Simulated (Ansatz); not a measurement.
The system is NiO.

```
Ni O
1.0
     0.00000    2.08590    2.08590
     2.08590    0.00000    2.08590
     2.08590    2.08590    0.00000
Ni O
1 1
Direct
  0.00000 0.00000 0.00000
  0.50000 0.50000 0.50000
```

Base run:

```yaml
Program: Ansatz 0.2.0
Functional: PBE
Potentials_or_basis: JTH PAW
Cutoff: "2400 eV (not typed: the program's choice for these potentials)"
k_mesh: 11 × 11 × 11
Occupations: fermi-dirac, width 0.05 eV
Spin: collinear spin, ferromagnetic start
Starting_moments: "[1.0, 0.0] μB"
```

Its results: band gap on the k mesh none (metal or under the smearing width); pressure 6.3 GPa; net moment 1.73 μB per cell; site moments Ni +1.40; O +0.28 μB.

Question: The run is repeated on the same cell with these changes: potentials or basis from JTH PAW to SPMS NC; cutoff from 2400 eV (not typed: the program's choice for these potentials) to 1034 eV (not typed: the program's choice for these potentials). What comes out?

Answer: Band gap on the k mesh none (metal or under the smearing width); pressure 3.1 GPa; net moment 1.63 μB per cell; site moments Ni +1.31; O +0.27 μB.

Caveats: a cell with one magnetic atom can't hold antiferromagnetic order, which such compounds often take; semilocal functionals often make such compounds metallic where correlation or magnetic order opens a gap, which also shifts bond lengths.
